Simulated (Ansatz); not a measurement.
Relaxation of a periodic cell of 17 atoms, Cs8HCl8 (host CsCl, host structure Pm-3m, interstitial H), to a largest force component of 0.08 eV/Å in at most 25 steps.

Method: Ansatz, DFT PBE-D3(BJ), scalar-relativistic, plane waves, PAW. Settings: cutoff 420 eV, k mesh 1x1x1, fermi-dirac smearing 0.05 eV, spin collinear.

```xyz
17
Lattice="8.2874 0.0000 0.0000 0.0000 8.2874 0.0000 0.0000 0.0000 8.2874" Properties=species:S:1:pos:R:3
Cs 0.000 0.000 0.000
Cl 2.072 2.072 2.072
Cs 0.000 0.000 4.144
Cl 2.072 2.072 6.216
Cs 0.000 4.144 0.000
Cl 2.072 6.216 2.072
Cs 0.000 4.144 4.144
Cl 2.072 6.216 6.216
Cs 4.144 0.000 0.000
Cl 6.216 2.072 2.072
Cs 4.144 0.000 4.144
Cl 6.216 2.072 6.216
Cs 4.144 4.144 0.000
Cl 6.216 6.216 2.072
Cs 4.144 4.144 4.144
Cl 6.216 6.216 6.216
H 3.055 6.195 4.102
```

Question: Where does it end, and by what steps?

Answer: The forces met the threshold. The threshold is loose, so the end isn't yet a minimum. The force dipped under the threshold on the way, but the program's further checks kept it going. Limits of this set-up: coarse k mesh. After 7 steps the energy has fallen by 0.344 eV; H17 moved furthest, 0.96 Å.

| step | energy less start (eV) | largest force component (eV/Å) | accepted |
| --- | --- | --- | --- |
| 0 | 0.0000 | 0.835 | yes |
| 1 | -0.2065 | 0.225 | yes |
| 2 | -0.2358 | 0.199 | yes |
| 3 | -0.2807 | 0.205 | yes |
| 4 | -0.3153 | 0.110 | yes |
| 5 | -0.3324 | 0.062 | yes |
| 6 | -0.3396 | 0.045 | yes |
| 7 | -0.3439 | 0.073 | yes |

```xyz
17
Lattice="8.2874 0.0000 0.0000 0.0000 8.2874 0.0000 0.0000 0.0000 8.2874" Properties=species:S:1:pos:R:3
Cs 0.016 0.026 0.006
Cl 2.137 2.071 2.105
Cs 0.085 0.014 4.177
Cl 2.137 2.071 6.218
Cs 0.015 4.115 0.006
Cl 2.096 6.215 1.875
Cs 0.086 4.127 4.177
Cl 2.102 6.215 6.423
Cs 4.203 0.021 0.006
Cl 6.274 2.070 2.111
Cs 4.251 0.007 4.176
Cl 6.274 2.070 6.216
Cs 4.203 4.121 0.006
Cl 6.253 6.214 2.103
Cs 4.251 4.133 4.176
Cl 6.258 6.214 6.221
H 2.138 6.216 3.824
```

Whether the end is a true minimum wasn't checked by a vibrational analysis.

Run time: 26 s on 2 threads of Arm Neoverse V2, on a shared host, peak memory 0.67 GiB.
